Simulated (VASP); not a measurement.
# InAs (F-43m) in VASP: single point with PBE

Aim: the single point of InAs with PBE.

Everything below comes from runs of VASP 6.6.1. Logs are shortened: lines on timing, memory, paths and dates and some standing lists are left out, and cuts for length are marked.

**Experimental background.**

A printed reference work, data compilation reports, for a bulk crystal of InAs at 4.2 K: band gap 0.418 eV (direct).

The results are compared with them further down.

**1. The cell of the first run**

Symmetry: F-43m, No. 216, cubic system. The conventional cell has a = 6.188 Å, b = 6.188 Å, c = 6.188 Å, α = 90.00°, β = 90.00°, γ = 90.00°. In (site symmetry -43m) has 4 As at 2.68 Å within 3.5 Å. Within 3.5 Å of As (site symmetry -43m) lie 4 In at 2.68 Å.

**2. Single point, PBE**

The input, INCAR:

```
SYSTEM = InAs
ALGO     = Normal         ! electronic algorithm
EDIFF    = 1E-6           ! SCF threshold, eV
ENCUT    = 500            ! plane-wave cutoff, eV
GGA      = PE             ! functional
GGA_COMPAT= .False.      
ISIF     = 2              ! what is computed and relaxed
ISMEAR   = 0              ! smearing method
LASPH    = .True.         ! aspherical terms in the spheres
LCHARG   = .True.         ! write CHGCAR
LELF     = .True.         ! ELF
LREAL    = .False.        ! projectors in reciprocal space
LVHAR    = .True.       
LWAVE    = .False.        ! write WAVECAR
NBANDS   = 16             ! bands
NELM     = 120            ! most SCF steps
PREC     = Accurate       ! precision mode
SIGMA    = 0.1            ! smearing width, eV
```

The input, KPOINTS:

```
k-points
0
Gamma
  12 12 12
  0 0 0
```

The input, POSCAR:

```
InAs
1.0
    0.0000000000      3.0941977847      3.0941977847
    3.0941977847      0.0000000000      3.0941977847
    3.0941977847      3.0941977847      0.0000000000
In As
1 1
Direct
    0.0000000000      0.0000000000      0.0000000000
    0.2500000000      0.2500000000      0.2500000000
```

Potentials or basis: VASP PAW PBE potentials, release 64 (In_d, As).

Launch:

```console
$ cat potpaw_PBE.64/In_d/POTCAR potpaw_PBE.64/As/POTCAR > POTCAR
$ mpirun -np 1 vasp_std > vasp.out
```

OUTCAR:

```text
SYSTEM = InAs
   EDIFF = 1E-6
   ENCUT = 500
   GGA = PE
   ISIF = 2
   ISMEAR = 0
   LASPH = .True.
   LREAL = .False.
   NELM = 120
   PREC = Accurate

 ion  position               nearest neighbor table
   1  0.000  0.000  0.000-   2 2.68   2 2.68   2 2.68   2 2.68
   2  0.250  0.250  0.250-   1 2.68   1 2.68   1 2.68   1 2.68

  LATTYP: Found a face centered cubic cell.
 ALAT       =     6.1883955694

  Lattice vectors:

 A1 = (   0.0000000000,   3.0941977847,   3.0941977847)
 A2 = (   3.0941977847,   0.0000000000,   3.0941977847)
 A3 = (   3.0941977847,   3.0941977847,   0.0000000000)

Analysis of symmetry for initial positions (statically):
=====================================================================
 Subroutine PRICEL returns:
 Original cell was already a primitive cell.

 Routine SETGRP: Setting up the symmetry group for a
 face centered cubic supercell.

 Subroutine GETGRP returns: Found 24 space group operations
 (whereof 24 operations were pure point group operations)
 out of a pool of 48 trial point group operations.

The static configuration has the point symmetry T_d .

Analysis of symmetry for dynamics (positions and initial velocities):
=====================================================================
 Subroutine PRICEL returns:
 Original cell was already a primitive cell.

 Routine SETGRP: Setting up the symmetry group for a
 face centered cubic supercell.

 Subroutine GETGRP returns: Found 24 space group operations
 (whereof 24 operations were pure point group operations)
 out of a pool of 48 trial point group operations.

The dynamic configuration has the point symmetry T_d .

 Subroutine INISYM returns: Found 24 space group operations
 (whereof 24 operations are pure point group operations),
 and found     1 'primitive' translations

----------------------------------------------------------------------------------------

                                     Primitive cell

  volume of cell :      59.2481

  direct lattice vectors                    reciprocal lattice vectors
     0.000000000  3.094197785  3.094197785    -0.161592773  0.161592773  0.161592773
     3.094197785  0.000000000  3.094197785     0.161592773 -0.161592773  0.161592773
     3.094197785  3.094197785  0.000000000     0.161592773  0.161592773 -0.161592773

  length of vectors
     4.375856472  4.375856472  4.375856472     0.279886893  0.279886893  0.279886893

  position of ions in fractional coordinates (direct lattice)
     0.000000000  0.000000000  0.000000000
     0.250000000  0.250000000  0.250000000

  ion indices of the primitive-cell ions
   primitive index   ion index
                 1           1
                 2           2

----------------------------------------------------------------------------------------

 KPOINTS: k-points

Automatic generation of k-mesh.
 Grid dimensions read from file:
 generate k-points for:   12   12   12

 Generating k-lattice:

  Cartesian coordinates                     Fractional coordinates (reciprocal lattice)
    -0.013466064  0.013466064  0.013466064     0.083333333  0.000000000  0.000000000
     0.013466064 -0.013466064  0.013466064     0.000000000  0.083333333  0.000000000
     0.013466064  0.013466064 -0.013466064     0.000000000  0.000000000  0.083333333

  Length of vectors
     0.023323908  0.023323908  0.023323908

  Shift w.r.t. Gamma in fractional coordinates (k-lattice)
     0.000000000  0.000000000  0.000000000

 Subroutine IBZKPT returns following result:
 ===========================================

 Found     72 irreducible k-points:

 Following reciprocal coordinates:
            Coordinates               Weight
  0.000000  0.000000  0.000000      1.000000
  0.083333  0.000000  0.000000      8.000000
  0.166667  0.000000  0.000000      8.000000
  0.250000  0.000000  0.000000      8.000000
  0.333333  0.000000  0.000000      8.000000
  0.416667  0.000000  0.000000      8.000000
[... 16 lines left out ...]
  0.500000  0.166667  0.000000     24.000000
 -0.416667  0.166667  0.000000     24.000000
 [... further k-points ...]
   k-points           NKPTS =     72   k-points in BZ     NKDIM =     72   number of bands    NBANDS=     16
   number of dos      NEDOS =    301   number of ions     NIONS =      2
   total plane-waves  NPLWV =  32768
   dimension x,y,z NGX =    32 NGY =   32 NGZ =   32
   dimension x,y,z NGXF=    64 NGYF=   64 NGZF=   64
   ions per type =               1   1
   NGX,Y,Z   is equivalent  to a cutoff of  12.16, 12.16, 12.16 a.u.
   NGXF,Y,Z  is equivalent  to a cutoff of  24.31, 24.31, 24.31 a.u.
 SYSTEM =  InAs
   PREC   = accura    normal or accurate (medium, high low for compatibility)
   ISTART =      0    job   : 0-new  1-cont  2-samecut
   ICHARG =      2    charge: 1-file 2-atom 10-const
   ISPIN  =      1    spin polarized calculation?
   LNONCOLLINEAR =      F non collinear calculations
   LSORBIT =      F    spin-orbit coupling
   LASPH  =      T    aspherical Exc in radial PAW
   ENCUT  =  500.0 eV  36.75 Ry    6.06 a.u.   7.98  7.98  7.98*2*pi/ulx,y,z
   NELM   =    120;   NELMIN=  2; NELMDL= -5     # of ELM steps
   EDIFF  = 0.1E-05   stopping-criterion for ELM
   LREAL  =      F    real-space projection
   EDIFFG = 0.1E-04   stopping-criterion for IOM
   NSW    =      0    number of steps for IOM
   IBRION =     -1    ionic relax: 0-MD 1-quasi-New 2-CG
   NFREE  =      0    steps in history (QN), initial steepest desc. (CG)
   ISIF   =      2    stress and relaxation
   ISYM   =      2    0-nonsym 1-usesym 2-fastsym
   POTIM  = 0.5000    time-step for ionic-motion
   TEBEG  =    0.0;   TEEND  =   0.0 temperature during run
   PSTRESS=    0.0 pullay stress
   NELECT =      18.0000    total number of electrons
   NUPDOWN=      -1.0000    fix difference up-down
   EMIN   =  10.00;   EMAX   =-10.00  energy-range for DOS
   EFERMI =   0.00;   METHOD = LEGACY
   ISMEAR =     0;   SIGMA  =   0.10  broadening in eV -4-tet -1-fermi 0-gaus
   EFERMI_NEDOS =   21; number of points for ismear=-14 and -15
   IALGO  =     38    algorithm
   IMIX   =      4    mixing-type and parameters
     AMIX     =   0.40;   BMIX     =  1.00
     AMIX_MAG =   1.60;   BMIX_MAG =  1.00
  volume/ion in A,a.u.               =      29.62       199.91
  Fermi-wavevector in a.u.,A,eV,Ry     =   1.100544  2.079727 16.479351  1.211198
  Thomas-Fermi vector in A             =   2.236957
   LORBIT       =      0    0 simple, 1 ext, 2 COOP (PROOUT), +10 PAW based schemes
   GGA     = PE    functional components
   LHFCALC =     F    Hartree Fock is set to
   AEXX    =    0.0000 exact exchange contribution
   IVDW    =     0    specifies the selected vdW correction
   LEPSILON=     F    determine dielectric tensor
   LRPA    =     F    only Hartree local field effects (RPA)
 non-spin polarized calculation
 Gauss-broadening in eV      SIGMA  =   0.10
  energy-cutoff  :      500.00
  volume of cell :       59.25
 maximum number of plane-waves:      1540
   NGX = 15   NGY = 15   NGZ = 15

 number of electron      18.0000010 magnetization

 Free energy of the ion-electron system (eV)
  ---------------------------------------------------
  ext. energy  EPLUGINS =         0.00000000
  ---------------------------------------------------
  free energy    TOTEN  =        -7.71981670 eV

  energy without entropy =       -7.71965813  energy(sigma->0) =       -7.71973742

 E-fermi :   3.8971     XC(G=0):  -8.7927

 val. band max:        3.8318685299   @ k =   0.0000   0.0000   0.0000
 cond. band min:       4.4543932049   @ k =   0.0833   0.0000   0.0000
 fundamental gap:      0.6225246750
 Fermi energy:         3.8971052987

 k-point     1 :       0.0000    0.0000    0.0000
  band No.  band energies     occupation
      1     -10.4333      2.00000
      2     -10.4333      2.00000
      3     -10.4333      2.00000
      4     -10.3338      2.00000
      5     -10.3338      2.00000
      6      -7.6044      2.00000
[... 8 lines left out ...]
     15      13.3349      0.00000
     16      13.3349      0.00000

 k-point     2 :       0.0833    0.0000    0.0000
  band No.  band energies     occupation
      1     -10.4400      2.00000
      2     -10.4312      2.00000
      3     -10.4312      2.00000
      4     -10.3339      2.00000
      5     -10.3339      2.00000
      6      -7.5406      2.00000
[... 8 lines left out ...]
     15      12.8156      0.00000
     16      12.8156      0.00000

 k-point     3 :       0.1667    0.0000    0.0000
  band No.  band energies     occupation
      1     -10.4579      2.00000
      2     -10.4257      2.00000
      3     -10.4257      2.00000
      4     -10.3338      2.00000
      5     -10.3338      2.00000
      6      -7.3565      2.00000
[... 8 lines left out ...]
     15      12.3398      0.00000
     16      12.3398      0.00000

 k-point     4 :       0.2500    0.0000    0.0000
  band No.  band energies     occupation
      1     -10.4814      2.00000
      2     -10.4189      2.00000
      3     -10.4189      2.00000
      4     -10.3328      2.00000
      5     -10.3328      2.00000
      6      -7.0759      2.00000
[... 8 lines left out ...]
     15      12.2948      0.00000
     16      12.2948      0.00000

 k-point     5 :       0.3333    0.0000    0.0000
  band No.  band energies     occupation
      1     -10.5039      2.00000
      2     -10.4132      2.00000
      3     -10.4132      2.00000
      4     -10.3308      2.00000
      5     -10.3308      2.00000
      6      -6.7471      2.00000
[... 8 lines left out ...]
     15      12.7626      0.00000
     16      12.7626      0.00000

 k-point     6 :       0.4167    0.0000    0.0000
  band No.  band energies     occupation
      1     -10.5199      2.00000
      2     -10.4097      2.00000
      3     -10.4097      2.00000
      4     -10.3285      2.00000
      5     -10.3285      2.00000
      6      -6.4595      2.00000
[... 8 lines left out ...]
     15      13.6221      0.00000
     16      13.6221      0.00000
[... 267 lines left out ...]
 k-point    21 :       0.3333    0.1667    0.0000
  band No.  band energies     occupation
      1     -10.5107      2.00000
      2     -10.4068      2.00000
      3     -10.4038      2.00000
      4     -10.3426      2.00000
      5     -10.3256      2.00000
      6      -6.7773      2.00000
[... 8 lines left out ...]
     15      13.6898      0.00000
     16      13.7788      0.00000

 k-point    22 :       0.4167    0.1667    0.0000
  band No.  band energies     occupation
      1     -10.5254      2.00000
      2     -10.4041      2.00000
      3     -10.3995      2.00000
      4     -10.3405      2.00000
      5     -10.3247      2.00000
      6      -6.4705      2.00000
[... 8 lines left out ...]
     15      13.7076      0.00000
     16      14.3687      0.00000

 k-point    23 :       0.5000    0.1667    0.0000
  band No.  band energies     occupation
      1     -10.5335      2.00000
      2     -10.4032      2.00000
      3     -10.3980      2.00000
      4     -10.3367      2.00000
      5     -10.3257      2.00000
      6      -6.2441      2.00000
[... 8 lines left out ...]
     15      13.9650      0.00000
     16      14.4312      0.00000

 k-point    24 :      -0.4167    0.1667    0.0000
  band No.  band energies     occupation
      1     -10.5332      2.00000
      2     -10.4036      2.00000
      3     -10.3992      2.00000
      4     -10.3330      2.00000
      5     -10.3288      2.00000
      6      -6.2094      2.00000
[... 8 lines left out ...]
     15      13.3267      0.00000
     16      13.7466      0.00000

 [... further k-points ...]

------------------------ aborting loop because EDIFF is reached ----------------------------------------

  FORCE on cell =-STRESS in cart. coord.  units (eV):
  Direction    XX          YY          ZZ          XY          YZ          ZX
  --------------------------------------------------------------------------------------
  -------------------------------------------------------------------------------------
  Total       -0.0006285     -0.0006285     -0.0006285     -0.0000000      0.0000000     -0.0000000
  in kB       -0.0169958     -0.0169958     -0.0169958     -0.0000000      0.0000000     -0.0000000
  external PRESSURE =      -0.0169958 kB  Pullay stress =       0.0000000 kB

 VOLUME and BASIS-vectors are now :
 -----------------------------------------------------------------------------
  energy-cutoff  :      500.00
  volume of cell :       59.25
      direct lattice vectors                 reciprocal lattice vectors
     0.000000000  3.094197785  3.094197785    -0.161592773  0.161592773  0.161592773
     3.094197785  0.000000000  3.094197785     0.161592773 -0.161592773  0.161592773
     3.094197785  3.094197785  0.000000000     0.161592773  0.161592773 -0.161592773

 POSITION                                       TOTAL-FORCE (eV/Angst)
 -----------------------------------------------------------------------------------
      0.00000      0.00000      0.00000         0.000000      0.000000     -0.000000
      1.54710      1.54710      1.54710        -0.000000      0.000000      0.000000
 -----------------------------------------------------------------------------------
    total drift:                               -0.000000     -0.000000      0.000000

  FREE ENERGIE OF THE ION-ELECTRON SYSTEM (eV)
  ---------------------------------------------------
  free  energy   TOTEN  =        -7.7198167024 eV

  energy  without entropy=       -7.7196581338  energy(sigma->0) =       -7.71973742
```

It took 37 s on 1 thread of Intel Xeon Platinum 8375C at 2.90GHz (Ice Lake), shared host; peak memory 0.22 GiB.

Results:

```yaml
Free_energy: -7.7198 eV
Pressure: 0.0 GPa
Band_gap_on_the_k_mesh: zero (filled and empty bands touch)
```

Caveat: spin-orbit coupling is left out, which moves the levels of the heavy elements.

**3. How close it comes**

Step 2. Against the measured gap of InAs, 0.418 eV (direct; 4.2 K; a printed reference work, data compilation), the calculated 0.00 eV is off by -0.42 eV. Spin-orbit coupling on As, In is left out. The value is that of PBE on a finite k mesh, which can miss the band edges, without temperature or zero-point motion. Semilocal functionals fall short of measured gaps as a rule.
